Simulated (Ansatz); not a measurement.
# CsPbCl3: the cost of one run

Program: Ansatz 0.2.0. Level of theory: DFT PBE, scalar-relativistic, plane waves, PAW. These are calculated values, not measurements.

1 further run of the same task is left out (it didn't finish).

## 1. The starting structure

It takes space group R32 (No. 155, trigonal). The conventional cell has a = 8.006 Å, b = 8.006 Å, c = 9.887 Å, α = 90.00°, β = 90.00°, γ = 120.00°. Around Cs (site symmetry 32) lie 12 Cl at 3.85 to 4.15 Å. Pb (site symmetry 32) has 6 Cl at 2.84 Å as nearest neighbours. Cl (site symmetry 2) has 2 Pb at 2.84 Å and 4 Cs at 3.85 to 4.15 Å as nearest neighbours.

As a file:

```
CELL_PARAMETERS angstrom
4.00316 2.31122 3.29556
-4.00316 2.31122 3.29556
0.00000 -4.62245 3.29556
ATOMIC_POSITIONS crystal
Cs 0.50000 0.50000 0.50000
Pb 0.00000 0.00000 0.00000
Cl 0.50000 0.01860 0.98140
Cl 0.01860 0.98140 0.50000
Cl 0.98140 0.50000 0.01860
```

Source of the structure: the Materials Project (structure only).

(A quick probe on a coarse mesh, which set the mesh and smearing, is not shown.)

## 3. Full relaxation

File input.yaml:

```yaml
crystal:
  lattice:
    - [4.0031551156, 2.3112226836, 3.2955554574]
    - [-4.0031551156, 2.3112226836, 3.2955554574]
    - [0.0, -4.6224453672, 3.2955554574]
  atoms:
    - { symbol: Cs, position: [0.5, 0.5, 0.5] }
    - { symbol: Pb, position: [0.0, 0.0, 0.0] }
    - { symbol: Cl, position: [0.5, 0.0186003, 0.9813997] }
    - { symbol: Cl, position: [0.0186003, 0.9813997, 0.5] }
    - { symbol: Cl, position: [0.9813997, 0.5, 0.0186003] }
basis:
  ecutwfc: 420
kpoints:
  mp_grid: { grid: [6, 6, 6] }
hamiltonian:
  xc: pbe
scf:
  occupations: { method: gaussian, width: 0.02 }
output:
  forces: true
  stress: true
  eigenvalues: true
relax:
  adjacent_minimum: "off"
  f_tol: 0.005
  max_steps: 80
  cell: { stress_tol: 0.05 }
```

Command:

```bash
$ ansatz run input.yaml --threads 1 --pin off --max-ram 2560MiB --backend cpu --events-out ev --progress --plain --runs-dir out
```

What time and memory should one allow on 1 thread of Intel Xeon 6975P-C (Granite Rapids), shared host?

About 51 s, with a peak of 0.51 GiB.
